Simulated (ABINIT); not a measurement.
# InP (F-43m) in ABINIT: notebook

The runs below take InP through band structure, equation of state, with PBE, PBEsol, BLYP.

All numbers are computed with ABINIT 10.8.3 (patched build); they aren't measurements. Logs are shortened: lines on timing, memory, paths and dates and some standing lists are left out, and cuts for length are marked. The log counts tension as positive stress, the text compression.

**What was measured.**

A printed reference work, data compilation reports, for a bulk crystal of InP at 1.6 K: band gap 1.4236 eV (direct).

The runs below are set against these values where they give the same quantity.

## 1. The structure

It takes space group F-43m (No. 216, cubic). Conventional cell: a = 5.861 Å, b = 5.861 Å, c = 5.861 Å, α = 90.00°, β = 90.00°, γ = 90.00°. Around In (site symmetry -43m) lie 4 P at 2.54 Å. P (site symmetry -43m) is surrounded by 4 In at 2.54 Å.

## 2. Band structure, PBE

run.abi reads:

```
ndtset 2

pp_dirpath "./"
pseudos "In_ONCV_PBE-1.2.upf, P_ONCV_PBE-1.2.upf"

acell 7.83169184 7.83169184 7.83169184
rprim
     0.0000000000     0.7071067812     0.7071067812
     0.7071067812     0.0000000000     0.7071067812
     0.7071067812     0.7071067812     0.0000000000
ntypat 2
znucl 49 15
natom 2
typat 1 2
xred
     0.0000000000     0.0000000000     0.0000000000
     0.7500000000     0.7500000000     0.7500000000

ecut 35.0

ixc 11

occopt 3
tsmear 0.00183747

nstep 100

iomode 3
prtwf 0
prteig 0
prtebands 0
enunit 1
prtden1 1

kptopt1 1
ngkpt1 8 8 8
nshiftk1 1
shiftk1 0.0 0.0 0.0
nband1 13
tolvrs1 1.0e-10

iscf2 -2
getden2 1
nband2 17
nbdbuf2 2
tolwfr2 1.0e-12
kptopt2 -9
ndivsm2 5
prteig2 1
kptbounds2
     0.0000000000     0.0000000000     0.0000000000
     0.5000000000     0.0000000000     0.5000000000
     0.5000000000     0.2500000000     0.7500000000
     0.3750000000     0.3750000000     0.7500000000
     0.0000000000     0.0000000000     0.0000000000
     0.5000000000     0.5000000000     0.5000000000
     0.6250000000     0.2500000000     0.6250000000
     0.5000000000     0.2500000000     0.7500000000
     0.5000000000     0.5000000000     0.5000000000
     0.3750000000     0.3750000000     0.7500000000
```

Potentials or basis: SG15 NC PBE v1.2.

The run is started by

```sh
$ abinit run.abi > log 2>&1
```

run.abo:

```text
.Version 10.8.3 of ABINIT
 DATASET    1 : space group F-4 3 m (#216); Bravais cF (face-center cubic)
================================================================================
 Values of the parameters that define the memory need for DATASET  1.
     intxc =       0    ionmov =       0      iscf =       7    lmnmax =       6
     lnmax =       6     mgfft =      45  mpssoang =       3    mqgrid =    3001
     natom =       2  nloc_mem =       1    nspden =       1   nspinor =       1
    nsppol =       1      nsym =      24    n1xccc =       0    ntypat =       2
    occopt =       3   xclevel =       2
       mpw =        3380          nfft =       91125          nkpt =          29
================================================================================
================================================================================

 DATASET    2 : space group F-4 3 m (#216); Bravais cF (face-center cubic)
================================================================================
 Values of the parameters that define the memory need for DATASET  2.
     intxc =       0    ionmov =       0      iscf =      -2    lmnmax =       6
     lnmax =       6     mgfft =      45  mpssoang =       3    mqgrid =    3001
     natom =       2  nloc_mem =       1    nspden =       1   nspinor =       1
    nsppol =       1      nsym =      24    n1xccc =       0    ntypat =       2
    occopt =       3   xclevel =       2
       mpw =        3389          nfft =       91125          nkpt =          87
================================================================================
================================================================================

--------------------------------------------------------------------------------
------------- Echo of variables that govern the present computation ------------
--------------------------------------------------------------------------------
 -outvars: echo values of preprocessed input variables --------
            acell      7.8316918400E+00  7.8316918400E+00  7.8316918400E+00 Bohr
              amu      1.14820000E+02  3.09737620E+01
             ecut      3.50000000E+01 Hartree
           enunit           1
           getden1          0
           getden2          1
             iscf1          7
             iscf2         -2
                       outvar_i_n : Printing only first  50 k-points.
              ixc          11
           jdtset        1    2
                       outvar_i_n : Printing only first  50 k-points.
           kptopt1          1
           kptopt2         -9
         kptrlatt        8    0    0      0    8    0      0    0    8
          kptrlen1     6.26535347E+01
          kptrlen2     3.00000000E+01
            natom           2
            nband1         13
            nband2         17
           nbdbuf1          0
           nbdbuf2          2
           ndtset           2
           ndivsm1          0
           ndivsm2          5
            ngfft          45      45      45
             nkpt1         29
             nkpt2         87
            nstep         100
             nsym          24
           ntypat           2
           occopt           3
        prtebands           0
           prteig1          0
           prteig2          1
            prtwf           0
            rprim      0.0000000000E+00  7.0710678120E-01  7.0710678120E-01
                       7.0710678120E-01  0.0000000000E+00  7.0710678120E-01
                       7.0710678120E-01  7.0710678120E-01  0.0000000000E+00
           shiftk1     0.00000000E+00  0.00000000E+00  0.00000000E+00
           shiftk2     5.00000000E-01  5.00000000E-01  5.00000000E-01
          spgroup         216
           tolvrs1     1.00000000E-10
           tolvrs2     0.00000000E+00
           tolwfr1     0.00000000E+00
           tolwfr2     1.00000000E-12
           tsmear      1.83747000E-03 Hartree
            typat      1  2
                       outvars : Printing only first  50 k-points.
           xangst      0.0000000000E+00  0.0000000000E+00  0.0000000000E+00
                       4.3957499971E+00  4.3957499971E+00  4.3957499971E+00
            xcart      0.0000000000E+00  0.0000000000E+00  0.0000000000E+00
                       8.3067636125E+00  8.3067636125E+00  8.3067636125E+00
             xred      0.0000000000E+00  0.0000000000E+00  0.0000000000E+00
                       7.5000000000E-01  7.5000000000E-01  7.5000000000E-01
[... 195 lines left out ...]
 Non-SCF case, kpt    1 (  0.00000  0.00000  0.00000), residuals and eigenvalues=
  5.10E-13  4.43E-13  2.44E-13  8.10E-13  4.53E-13  3.48E-13  1.57E-13  1.68E-13
  6.84E-13  4.83E-13  3.14E-13  3.64E-13  5.14E-13  8.70E-13  9.87E-13  1.16E-12
  9.64E-13
 -3.2588E-01 -3.2588E-01 -3.2588E-01 -3.2026E-01 -3.2026E-01 -2.2543E-01
  1.9776E-01  1.9776E-01  1.9776E-01  2.2399E-01  3.4855E-01  3.4855E-01
  3.4855E-01  5.1322E-01  5.4446E-01  5.4446E-01  6.1111E-01
 Non-SCF case, kpt    2 (  0.03571  0.00000  0.03571), residuals and eigenvalues=
  8.33E-13  8.95E-13  4.82E-13  1.81E-13  3.03E-13  7.09E-13  3.32E-13  7.01E-13
  3.27E-13  8.50E-13  9.63E-13  4.32E-13  3.66E-13  7.11E-13  2.71E-13  7.85E-13
  2.99E-06
 -3.2599E-01 -3.2584E-01 -3.2584E-01 -3.2027E-01 -3.2024E-01 -2.2471E-01
  1.8718E-01  1.9592E-01  1.9592E-01  2.3450E-01  3.4610E-01  3.5104E-01
  3.5104E-01  5.1726E-01  5.3574E-01  5.4491E-01  6.1270E-01
[... 581 lines left out ...]
 Non-SCF case, kpt   86 (  0.38889  0.38889  0.72222), residuals and eigenvalues=
  2.16E-13  2.01E-13  4.72E-13  4.18E-13  8.58E-13  4.75E-13  4.56E-13  3.02E-13
  4.31E-13  6.86E-13  5.94E-13  6.13E-13  5.23E-13  3.85E-13  8.42E-13  3.80E-07
  4.95E-05
 -3.3134E-01 -3.2339E-01 -3.2276E-01 -3.2107E-01 -3.1961E-01 -1.4060E-01
 -6.6099E-03  7.5715E-02  1.3015E-01  2.8811E-01  3.7060E-01  4.6335E-01
  4.6365E-01  5.0108E-01  5.5605E-01  6.7448E-01  7.1187E-01
 Non-SCF case, kpt   87 (  0.37500  0.37500  0.75000), residuals and eigenvalues=
  4.44E-13  4.05E-13  3.76E-13  5.41E-13  5.76E-13  9.35E-13  2.66E-13  6.95E-13
  9.24E-13  4.07E-13  7.13E-13  7.69E-13  6.10E-13  8.33E-13  3.50E-13  2.24E-09
  2.42E-05
 -3.3154E-01 -3.2321E-01 -3.2261E-01 -3.2123E-01 -3.1952E-01 -1.3878E-01
 -8.1808E-03  7.6554E-02  1.2672E-01  2.8471E-01  3.5949E-01  4.7468E-01
  4.7545E-01  5.0154E-01  5.6172E-01  6.7277E-01  7.0935E-01

--- !ResultsGS
iteration_state: {dtset: 2, }
comment   : Summary of ground state results
lattice_vectors:
- [  0.0000000,   5.5378424,   5.5378424, ]
- [  5.5378424,   0.0000000,   5.5378424, ]
- [  5.5378424,   5.5378424,   0.0000000, ]
lattice_lengths: [   7.83169,    7.83169,    7.83169, ]
lattice_angles: [ 60.000,  60.000,  60.000, ] # degrees, (23, 13, 12)
lattice_volume:   3.3966576E+02
convergence: {deltae:  0.000E+00, res2:  0.000E+00, residm:  9.999E-13, diffor:  0.000E+00, }
etotal    :  -5.89068231E+01
entropy   :   0.00000000E+00
fermie    :   2.12029326E-01
cartesian_stress_tensor: null
pressure_GPa: null
xred      :
- [  0.0000E+00,   0.0000E+00,   0.0000E+00, In]
- [  7.5000E-01,   7.5000E-01,   7.5000E-01,  P]
cartesian_forces: null
force_length_stats: {min: null, max: null, mean: null, }
...

 Integrated electronic density in atomic spheres:
 ------------------------------------------------
 Atom  Sphere_radius  Integrated_density
    1        2.00000          9.88189709
    2        2.00000          2.75792615
================================================================================

 ----iterations are completed or convergence reached----

 Mean square residual over all n,k,spin=   58.224E-14; max=  99.991E-14
 reduced coordinates (array xred) for    2 atoms
       0.000000000000      0.000000000000      0.000000000000
       0.750000000000      0.750000000000      0.750000000000

 cartesian coordinates (angstrom) at end:
    1      0.00000000000000     0.00000000000000     0.00000000000000
    2      4.39574999711065     4.39574999711065     4.39574999711065
 length scales=  7.831691840000  7.831691840000  7.831691840000 bohr
              =  4.144352841731  4.144352841731  4.144352841731 angstroms
 Eigenvalues (   eV  ) for nkpt=  87  k points:
 kpt#   1, nband= 17, wtk=  1.00000, kpt=  0.0000  0.0000  0.0000 (reduced coord)
  -8.86768   -8.86768   -8.86768   -8.71462   -8.71462   -6.13437    5.38140    5.38140
   5.38140    6.09510    9.48447    9.48447    9.48447   13.96544   14.81553   14.81553
  16.62909
 kpt#   2, nband= 17, wtk=  1.00000, kpt=  0.0357  0.0000  0.0357 (reduced coord)
  -8.87054   -8.86645   -8.86645   -8.71509   -8.71419   -6.11475    5.09344    5.33119
   5.33119    6.38097    9.41785    9.55234    9.55234   14.07523   14.57833   14.82780
  16.67229
 kpt#   3, nband= 17, wtk=  1.00000, kpt=  0.0714  0.0000  0.0714 (reduced coord)
  -8.87882   -8.86279   -8.86279   -8.71653   -8.71291   -6.05624    4.60811    5.19108
   5.19108    6.85666    9.23740    9.74558    9.74558   14.04203   14.40705   14.86445
  16.80078
 kpt#   4, nband= 17, wtk=  1.00000, kpt=  0.1071  0.0000  0.1071 (reduced coord)
  -8.89177   -8.85687   -8.85687   -8.71897   -8.71085   -5.95988    4.09495    4.98576
   4.98576    7.34140    8.98558   10.03975   10.03975   13.46999   14.87726   14.92506
  17.01657
 kpt#   5, nband= 17, wtk=  1.00000, kpt=  0.1429  0.0000  0.1429 (reduced coord)
[... 317 lines left out ...]
   3.79116    8.05144   10.21328   11.79101   12.13064   14.13721   15.17485   17.38627
  18.40642
 kpt#  85, nband= 17, wtk=  1.00000, kpt=  0.4028  0.4028  0.6944 (reduced coord)
  -9.00977   -8.80546   -8.78878   -8.73147   -8.69915   -3.91195   -0.14373    2.15513
   3.65781    7.94926   10.26408   12.21676   12.25034   13.85445   15.10570   18.00959
  18.82973
 kpt#  86, nband= 17, wtk=  1.00000, kpt=  0.3889  0.3889  0.7222 (reduced coord)
  -9.01616   -8.79990   -8.78287   -8.73669   -8.69709   -3.82590   -0.17986    2.06031
   3.54158    7.83989   10.08448   12.60828   12.61646   13.63512   15.13076   18.35346
  19.37106
 kpt#  87, nband= 17, wtk=  1.00000, kpt=  0.3750  0.3750  0.7500 (reduced coord)
  -9.02163   -8.79502   -8.77880   -8.74115   -8.69455   -3.77632   -0.22261    2.08315
   3.44818    7.74732    9.78234   12.91670   12.93755   13.64759   15.28530   18.30692
  19.30241

== END DATASET(S) ==============================================================
================================================================================

 -outvars: echo values of variables after computation  --------
            acell      7.8316918400E+00  7.8316918400E+00  7.8316918400E+00 Bohr
           etotal1    -5.8906823114E+01
            fcart1    -0.0000000000E+00 -0.0000000000E+00 -0.0000000000E+00
                      -0.0000000000E+00 -0.0000000000E+00 -0.0000000000E+00
            rprim      0.0000000000E+00  7.0710678120E-01  7.0710678120E-01
                       7.0710678120E-01  0.0000000000E+00  7.0710678120E-01
                       7.0710678120E-01  7.0710678120E-01  0.0000000000E+00
           strten1    -1.1853859103E-04 -1.1853859103E-04 -1.1853859103E-04
                       0.0000000000E+00  0.0000000000E+00  0.0000000000E+00
           xangst      0.0000000000E+00  0.0000000000E+00  0.0000000000E+00
                       4.3957499971E+00  4.3957499971E+00  4.3957499971E+00
             xred      0.0000000000E+00  0.0000000000E+00  0.0000000000E+00
                       7.5000000000E-01  7.5000000000E-01  7.5000000000E-01
 Calculation completed.
```

Run time: 2.4 min. Hardware: 1 thread of Arm Neoverse V1, shared host; peak memory 0.15 GiB.

What came out:

```yaml
Free_energy: -1602.9363 eV
Pressure: 3.5 GPa
Band_gap_on_the_k_mesh: 0.71 eV, direct
Band_gap_along_the_path: 0.71 eV, direct
Valence_electrons_inside_the_program's_atomic_spheres: In 9.88; P 2.76
```

Levels at the corners of the path, in eV from the valence-band top:
```tsv
point	band 5	band 6	band 7	band 8	band 9	band 10	band 11	band 12	band 13	band 14
Γ	-14.10	-11.52	0.00	0.00	0.00	0.71	4.10	4.10	4.10	8.58
X	-14.06	-9.15	-5.75	-2.31	-2.31	1.77	2.27	9.24	9.60	9.60
W	-14.08	-9.07	-5.60	-2.95	-2.90	4.30	4.39	5.58	6.22	10.19
K	-14.08	-9.16	-5.60	-3.30	-1.93	2.37	4.40	7.54	7.56	8.27
Γ	-14.10	-11.52	0.00	0.00	0.00	0.71	4.10	4.10	4.10	8.58
L	-14.08	-9.80	-5.73	-0.97	-0.97	1.50	4.82	4.82	7.13	9.50
U	-14.08	-9.16	-5.60	-3.30	-1.93	2.37	4.40	7.54	7.56	8.27
W	-14.08	-9.07	-5.60	-2.95	-2.90	4.30	4.39	5.58	6.22	10.19
L	-14.08	-9.80	-5.73	-0.97	-0.97	1.50	4.82	4.82	7.13	9.50
K	-14.08	-9.16	-5.60	-3.30	-1.93	2.37	4.40	7.54	7.56	8.27
```

Caveat: spin-orbit coupling is left out, which moves the levels of the heavy elements.

## 3. Band structure, PBEsol

run.abi, as its differences from that of step 2:

```diff
@@ -3,3 +3,3 @@
 pp_dirpath "./"
-pseudos "In_ONCV_PBE-1.2.upf, P_ONCV_PBE-1.2.upf"
+pseudos "In.GGA_PBE-JTH_sp.xml, P.GGA_PBE-JTH.xml"
 
@@ -18,8 +18,9 @@
 
-ecut 35.0
+ecut 544.227725 eV
+pawecutdg 40.0
 
-ixc 11
+ixc -116133
 
 occopt 3
-tsmear 0.00183747
+tsmear 0.05 eV
 
@@ -31,3 +32,3 @@
 prtebands 0
-enunit 1
+enunit 2
 prtden1 1
@@ -38,4 +39,4 @@
 shiftk1 0.0 0.0 0.0
-nband1 13
-tolvrs1 1.0e-10
+nband1 8
+tolvrs1 1.0e-9
 
@@ -43,3 +44,3 @@
 getden2 1
-nband2 17
+nband2 12
 nbdbuf2 2
@@ -47,4 +48,5 @@
 kptopt2 -9
-ndivsm2 5
+ndivsm2 8
 prteig2 1
+prtvol2 -3
 kptbounds2
```

Potentials or basis: JTH PAW PBE v2.0 sp.

The run is started by

```sh
$ abinit run.abi > log 2>&1
```

Run time: 47 s. Hardware: 1 thread of Arm Neoverse V1, shared host; peak memory 0.15 GiB.

It converged, with:

* Free energy: -238.1794 eV
* Band gap on the k mesh: 0.72 eV, direct
* Valence electrons inside the program's atomic spheres: In 2.40; P 1.58

Levels at the corners of the path, in eV from the valence-band top:
```
point  band 1  band 2  band 3  band 4  band 5  band 6  band 7  band 8  band 9
    Γ  -11.54    0.00    0.00    0.00    0.72    4.07    4.07    4.07    8.42
    X   -9.36   -5.79   -2.34   -2.34    1.65    2.20    9.23    9.57    9.57
    W   -9.31   -5.61   -3.03   -2.95    4.25    4.43    5.55    6.12   10.07
    K   -9.39   -5.63   -3.37   -1.96    2.28    4.39    7.50    7.55    8.18
    Γ  -11.54    0.00    0.00    0.00    0.72    4.07    4.07    4.07    8.42
    L  -10.00   -5.77   -0.98   -0.98    1.47    4.77    4.77    7.04    9.44
    U   -9.39   -5.63   -3.37   -1.96    2.28    4.39    7.50    7.55    8.18
    W   -9.31   -5.61   -3.03   -2.95    4.25    4.43    5.55    6.12   10.07
    L  -10.00   -5.77   -0.98   -0.98    1.47    4.77    4.77    7.04    9.44
    K   -9.39   -5.63   -3.37   -1.96    2.28    4.39    7.50    7.55    8.18
```

Caveat: the cutoff is too short for stress, so the log's stress isn't used; the PAW data sets were made with another functional, which shifts forces and pressure a little; spin-orbit coupling is left out, which moves the levels of the heavy elements; this set keeps more shells in the core, which shifts pressures and gaps.

## 4. Equation of state, BLYP

run.abi reads:

```
# Datasets: one volume each
ndtset 7
getwfk -1
scalecart1 3*0.9795861087
scalecart2 3*0.9864848297
scalecart3 3*0.9932883884
scalecart4 3*1.0000000000
scalecart5 3*1.0066227096
scalecart6 3*1.0131594038
scalecart7 3*1.0196128224

# Pseudopotentials
pp_dirpath "./"
pseudos "In.GGA_PBE-JTH_sp.xml, P.GGA_PBE-JTH.xml"

# Structure
acell 3*1.0
rprim
     0.0000000000     5.5378424082     5.5378424082
     5.5378424082     0.0000000000     5.5378424082
     5.5378424082     5.5378424082     0.0000000000
ntypat 2
znucl 49 15
natom 2
typat 1 2
xred
     0.0000000000     0.0000000000     0.0000000000
     0.7500000000     0.7500000000     0.7500000000

# Plane-wave basis
ecut 20.0
pawecutdg 40.0

# k points
kptopt 1
ngkpt 8 8 8
nshiftk 1
shiftk 0.0 0.0 0.0

# Exchange and correlation
ixc -106131

# Bands and occupations
nband 8
occopt 3
tsmear 0.05 eV

# SCF cycle
nstep 100
tolvrs 1.0e-9

# Output
iomode 3
prtwf 1
prtden 0
prteig 0
prtebands 0
```

The run is started by

```sh
$ abinit run.abi > log 2>&1
```

Wall time 73 s (1 thread of Arm Neoverse V1, shared host); peak memory 0.16 GiB.

Results (log left out):

```
Equilibrium volume : 28.68 Å³/atom (rough: see the caveat)
Bulk modulus       : 51 GPa (rough)
```

Energy against volume, from the lowest point:
```tsv
volume (Å³/atom)	energy (meV/atom)
23.657	178.20
24.160	132.76
24.663	94.52
25.167	62.74
25.670	36.77
26.173	16.03
26.677	0.00
```

Caveat: the cutoff is too short for stress, so the log's stress isn't used; pressures at fixed basis lie under the slope of the energies; the minimum lies outside the volumes run; the PAW data sets were made with another functional, which shifts forces and pressure a little; this set keeps more shells in the core, which shifts pressures and gaps.

## 5. The runs side by side

| task | level | potentials or basis | cutoff (eV) | fine-grid cutoff | gap on the mesh (eV) |
| --- | --- | --- | --- | --- | --- |
| band structure | PBE | SG15 NC PBE v1.2 | 952 | - | 0.71 |
| band structure | PBEsol | JTH PAW PBE v2.0 sp | 544 | 1088.46 eV | 0.72 |
| equation of state | BLYP | JTH PAW PBE v2.0 sp | 544 | 1088.46 eV | - |

Alike in all rows: no spin polarisation; cell as given; k mesh 8 × 8 × 8; smearing fermi-dirac 0.05 eV.

Caveats: spin-orbit coupling is left out, which moves the levels of the heavy elements (some runs); the PAW data sets were made with another functional, which shifts forces and pressure a little (some runs); this set keeps more shells in the core, which shifts pressures and gaps (some runs); pressures at fixed basis lie under the slope of the energies (some runs); the minimum lies outside the volumes run (some runs).

Total energies depend on the potentials used, so only differences within one code and one set of settings carry meaning.

## 6. How close it comes

Step 2. Against the measured gap of InP, 1.4236 eV (direct; 1.6 K; a printed reference work, data compilation), the calculated 0.71 eV is off by -0.71 eV. Spin-orbit coupling on In is left out. The value is that of PBE, without temperature or zero-point motion. Semilocal functionals fall short of measured gaps as a rule.

Step 3. A measured gap of InP is 1.4236 eV (direct; 1.6 K; a printed reference work, data compilation); the calculated 0.72 eV misses it by -0.71 eV. Spin-orbit coupling on In is left out. The value is that of PBEsol, without temperature or zero-point motion. Semilocal functionals fall short of measured gaps as a rule.
